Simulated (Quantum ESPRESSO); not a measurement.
**MgB2 in Quantum ESPRESSO: the effect of strain**

Crystal: MgB2.

```
Mg B
1.0
     3.08500    0.00000    0.00000
    -1.54250    2.67169    0.00000
     0.00000    0.00000    3.38208
Mg B
1 2
Direct
  0.00000 0.00000 0.00000
  0.66667 0.33333 0.50000
  0.33333 0.66667 0.50000
```

Alike in all runs:

- Program: Quantum ESPRESSO 7.5
- Task: relaxation of the atoms
- Functional: PBE
- Potentials or basis: SSSP 1.3 efficiency PBE
- Cutoff: 748 eV
- Density cutoff: 5987 eV
- k mesh: 10 × 10 × 8
- Occupations: fermi-dirac, width 0.05 eV
- Spin: no spin polarisation
- Kind of strain: uniaxial_z
- Mixing beta: 0.5
- Most SCF iterations: 120
- SCF threshold: 6e-10 Ry
- Most ionic steps: 40
- Forc conv thr: 0.0004 Ry/bohr
- Etot conv thr: 1e-05 Ry

Each run relaxes the cell or the atoms first.

Problem. One run gave: pressure 0.9 GPa. Which strain did it use?
A. 0.02
B. 0
C. 0.01
D. -0.04
E. -0.02

Solution. E.

```csv
strain,pressure (GPa)
-0.04,3.4
-0.02,0.9
-0.01,-0.3
0,-1.4
0.01,-2.5
0.02,-3.5
0.04,-5.3
```

Caveats: the relaxation stopped at its first step, so nothing moved.
